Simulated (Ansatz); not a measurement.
W2C in Ansatz: the effect of functional

W2C:

```
CELL_PARAMETERS angstrom
3.13026 0.00000 0.00000
-1.56513 2.71088 0.00000
0.00000 0.00000 4.77019
ATOMIC_POSITIONS crystal
W 0.66667 0.33333 0.25367
W 0.33333 0.66667 0.74633
C 0.00000 0.00000 0.00000
```

The cell comes from a database or a generator and needn't be the stable form of this composition.

The cell isn't the ideal one: volume scaled by 1.06.

Alike in all runs:

* Program: Ansatz 0.2.0
* Task: single point
* Potentials or basis: Ansatz PAW
* k mesh: 10 × 10 × 6
* Occupations: fermi-dirac, width 0.05 eV
* Spin: no spin polarisation

```csv
functional,cutoff,pressure (GPa),largest force (eV/Å)
LDA,420 eV (not typed: the program's choice for these potentials),-30.9,0.74
PBEsol,420 eV (not typed: the program's choice for these potentials),?,?
r2SCAN,500 eV (not typed: the program's choice for these potentials),-22.9,0.48
```

Problem. What does the run with functional PBEsol give?

Solution. Pressure -26.1 GPa; largest force 0.63 eV/Å.

Caveats: the PAW data sets come from PBE, with cores solved anew for the run's functional, which leaves a small shift of forces and pressure.
